A crystal of WSi₂ is cut between two neighbouring silicon layers, and one half is pushed rigidly over the other. The slip is given as a fraction of the lattice repeat b = 3.23 Å, so that a slip of 1 restores the crystal. The fault energy is the cost per area of the cut, and the shear traction is the slope of that energy along the slip, that is, the stress needed to hold the halves in place. The values come from density functional theory with the PBE functional.

WSi₂ (I4/mmm, 12-atom cell) computed with Ansatz 0.2.0: PBE, plane-wave PAW, scalar-relativistic, no spin polarisation, cutoff 420 eV, Γ-centred 14×14×3 k mesh, Gaussian smearing of 0.15 eV. Rigid, unrelaxed slide between two Si layers on (001), one fault a cell; the slip vector is cell vector a (3.229 Å). Fault energies are free energies relative to the unslipped cell.

| slip (fraction of the slip vector) | fault energy (mJ/m²) | shear traction (GPa (slope of the fault energy along the slip)) |
| --- | --- | --- |
| 0 | 0 | 0.00 |
| 0.1 | 420 | 25.55 |
| 0.2 | 1590 | 45.50 |
| 0.3 | 3219 | 52.48 |
| 0.4 | 4751 | 38.22 |

**(a) Treat the rows at 0.1 and 0.4 as known. Build a formula for the energy at any slip that can be worked out on paper.**

*Solution.* Begin with what the atoms meet. In the perfect crystal each silicon atom at the cut sits over a hollow between four silicon atoms of the other side. A small slip brings it closer to two of them and takes it away from the other two. The two changes cancel to first order, so the energy starts flat and then curves upwards. At half slip the atom rides over the bridge between two silicon atoms, which is taken here as the top of the hill.

Symmetry makes any two slips equally far below and above one half equivalent, such as 0.4 and 0.6, so the slope must vanish at half slip as well. The simplest quantity with these properties is S = sin²(π × slip), which runs from 0 in the hollow to 1 on the bridge. An energy proportional to S is Frenkel's classic hill, with a single height. If that were exact, energy divided by S would be the same in every row.

It is not the same for the two known rows:

- slip 0.1: S = 0.0955, energy/S = 420/0.0955 ≈ 4398 mJ/m²
- slip 0.4: S = 0.9045, energy/S = 4751/0.9045 ≈ 5253 mJ/m²

The remedy is to let the height grow in a straight line with S. Its slope is (5253 − 4398)/(0.9045 − 0.0955) ≈ 1060, and its start is 4398 − 0.0955 × 1060 ≈ 4300. The rule is therefore

energy ≈ 4300 S + 1060 S² (in mJ/m²).

At S = 1 it puts the top of the hill at about 5.4 J/m². Half slip was not computed, but it lies midway between the known point at 0.4 and its mirror image at 0.6, so the rule has only a short gap to bridge.

**(b) Work out the rows at 0.2 and 0.3, which were not used to set the rule. Why does the hill need its second term?**

*Solution.* The two energies follow by inserting S:

- slip 0.2: S = 0.3455, energy ≈ 4300 × 0.3455 + 1060 × 0.3455² ≈ 1610 mJ/m²
- slip 0.3: S = 0.6545, energy ≈ 4300 × 0.6545 + 1060 × 0.6545² ≈ 3270 mJ/m²

Both lie between 1 and 2 % above the computed energies.

The traction is the slope of the rule, (π/b) sin(2π × slip) (4300 + 2 × 1060 S). At slip 0.3 the sine is 0.951 and the bracket is about 5.7 J/m². The traction is then π × 0.951 × 5.7 J/m² / b ≈ 53 GPa, with b = 3.23 Å converted to metres, close to the computed 52.48 GPa. This shows that the curve has the right shape between its anchors; it is no separate test of the physics, because the traction belongs to the same energy curve.

A pure Frenkel hill would need equal tractions at 0.1 and 0.4. The table has 25.55 and 38.22 GPa, so the hill is steeper near its top than near its foot. One likely reason is crowding. The spacing of the layers is frozen, and the shortest silicon–silicon contact across the cut shrinks from 2.64 Å at the start to 2.12 Å at slip 0.4. Repulsion between atoms grows steeply at short range, so the last part of the climb is expected to cost more than a sine allows.

The forces in the same calculation show the crowding, but also that it is not the whole story. The strongest push on a silicon atom away from the cut grows from about 0.4 eV/Å at slip 0.1 to about 4 eV/Å at 0.4. The traction, however, comes from the lateral forces, and a pure sine would make their sum over one half of the crystal equal at the two slips. On the most strongly loaded atoms they rise instead, by about 0.3 eV/Å on silicon and by about 0.5 eV/Å on tungsten. Tungsten–silicon contacts that cross the cut are tilted and stretched by the slip. They may add to the steepening, although a bond that is stretched far enough pulls less. How the energy divides between crowding and stretching cannot be read from these forces.

**(c) How much can be saved on the anchors, and what may the result be used for?**

*Solution.* With the row at 0.1 alone, the one-term hill misses the steep upper part. At slip 0.4 its energy is 16 % below the computed one and its traction 34 % below. Two anchors low on the hill, at 0.1 and 0.2, bring the energy at 0.4 to within 4 %. If the top of the hill matters, one anchor belongs high up, so that the rule bridges a short gap there instead of reaching far beyond its anchors. Even then the traction at 0.4 comes out 7 % too low, because energy/S climbs faster near the top than the straight line drawn through the two anchors.

One might hope to do without any computed anchor and take the shear modulus G from a handbook. For small slips, Hooke's law across a layer spacing d gives the Frenkel height as Gb²/(2π²d). With a roughly recalled modulus of 210 GPa and d = 1.33 Å this is about 8.3 J/m². The resulting energies are 1.9 times the computed one at slip 0.1 and 1.6 times at 0.4, so here this route is good only to about a factor of two.

A plausible reason is the reach of the bonds. A tungsten–silicon contact that crosses the cut spans two layer gaps. In a uniformly sheared crystal both gaps slide and the contact is displaced twice as far as by a single cut, so the modulus would overstate the stiffness of one cut. This argument was not tested by a calculation of the modulus.

For an engineer the main limit is the frozen geometry. Real layers would move apart and the atoms would shift to relieve the crowding, which would lower the energies at a given slip by an amount not computed here. The peak traction of about 53 GPa, which the rule places near slip 0.28, is thus the resistance to a rigid slide and not a yield stress. The rule also presumes one smooth hill with a symmetric midpoint; a slip path that passes through a stable fault has a dip, and may need further terms and anchors. The printed analysis that follows compares the one-anchor and two-anchor rules with every row.

The analysis program printed:

```
Energies in mJ/m2 and misses in percent:
  row        S  energy/S  one anchor    miss one  two anchors   miss two
  0.0        0         0           0           0            0          0
  0.1  0.09549      4398         420  -1.353e-14          420          0
  0.2   0.3455      4602        1520      -4.429         1611      1.307
  0.3   0.6545      4918        2879      -10.57         3265      1.431
  0.4   0.9045      5253        3978      -16.26         4751  1.914e-14
Tractions in GPa and misses in percent:
  row  one anchor  miss one  two anchors  miss two
  0.0           0         0            0         0
  0.1       25.15    -1.555        25.73    0.7022
  0.2        40.7    -10.55        46.52     2.234
  0.3        40.7    -22.45        52.56    0.1432
  0.4       25.15    -34.19         35.5    -7.116
Two-anchor rule, coefficient of S (mJ/m2): 4297
Two-anchor rule, coefficient of S squared (mJ/m2): 1056
Two-anchor rule, energy at half slip (mJ/m2): 5353
Energy at half slip from row 0.4 with traction falling linearly to zero (mJ/m2): 5368
Two-anchor rule, slip of the largest traction (fraction): 0.2794
Two-anchor rule, largest traction (GPa): 53.05
Miss at row 0.4 if the anchors are rows 0.1 and 0.2 (percent): -3.705
Frenkel height from the recalled modulus (mJ/m2): 8333
Recalled-modulus estimate over computed energy at row 0.1 (ratio): 1.895
Recalled-modulus estimate over computed energy at row 0.4 (ratio): 1.587
Contacts across the cut in angstrom and lateral forces in percent:
  row  short Si-Si   W-Si  W part of Si+W force  Si+W force over traction
  0.0        2.643  2.632                     0                         0
  0.1        2.459  2.652                 40.69                     102.4
  0.2        2.306   2.71                 41.68                     102.2
  0.3         2.19  2.805                 44.22                       102
  0.4        2.117  2.932                 48.78                     101.9
```
